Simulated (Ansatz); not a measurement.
Theory: DFT PBE, scalar-relativistic, plane waves, PAW in Ansatz. Several structures of Ge₄S were relaxed, and the powder pattern of one of them was computed from 10° to 70° in 2θ (λ = 1.5406 Å; lines under 1 % are left out).

Cu Kα1 powder pattern (kinematic, no thermal factors).
```json
{"2θ (°)": "10.32", "relative intensity": "34"}
{"2θ (°)": "20.73", "relative intensity": "43"}
{"2θ (°)": "24.78", "relative intensity": "100"}
{"2θ (°)": "26.91", "relative intensity": "61"}
{"2θ (°)": "31.32", "relative intensity": "26"}
{"2θ (°)": "32.53", "relative intensity": "35"}
{"2θ (°)": "40.34", "relative intensity": "28"}
{"2θ (°)": "43.64", "relative intensity": "83"}
{"2θ (°)": "44.97", "relative intensity": "7"}
{"2θ (°)": "48.78", "relative intensity": "28"}
{"2θ (°)": "49.54", "relative intensity": "72"}
{"2θ (°)": "50.83", "relative intensity": "13"}
{"2θ (°)": "52.02", "relative intensity": "9"}
{"2θ (°)": "54.69", "relative intensity": "31"}
{"2θ (°)": "55.47", "relative intensity": "8"}
{"2θ (°)": "60.93", "relative intensity": "8"}
{"2θ (°)": "62.31", "relative intensity": "1"}
{"2θ (°)": "68.12", "relative intensity": "27"}
{"2θ (°)": "69.19", "relative intensity": "10"}
```

Question: Which structure gives it?
A. Space group R-3m (No. 166), trigonal, a = 3.866 Å, c = 23.205 Å. Ge on its first site is surrounded by 3 S at 2.71 Å and 3 Ge at 2.80 Å; Ge on its second site has 3 Ge at 2.56 Å and 3 Ge at 2.80 Å; around S lie 6 Ge at 2.71 Å.
B. Space group P-6m2 (No. 187), hexagonal, a = 4.145 Å, c = 8.562 Å. Around Ge on its first site lie 1 S at 2.23 Å and 3 Ge at 2.52 Å; Ge on its second site is surrounded by 4 Ge at 2.52 Å; around S lie 2 Ge at 2.23 Å.
C. Space group Pmma (No. 51), orthorhombic, a = 3.850 Å, b = 4.107 Å, c = 16.072 Å. Ge on its first site has 2 S at 2.34 Å and 2 Ge at 2.49 Å; Ge on its second site has 4 Ge at 2.44–2.49 Å; around S lie 2 Ge at 2.34 Å; 2 more sites not described.

Answer: B. Its strongest line, at 2θ = 24.78°, has d = λ/(2 sin θ) = 3.590 Å and is the (1 0 0) reflection of the conventional P-6m2 cell with a = 4.145 Å, c = 8.562 Å. The others have their strongest lines at 33.0° (A); 27.3° (C).

The cells needn't be stable.
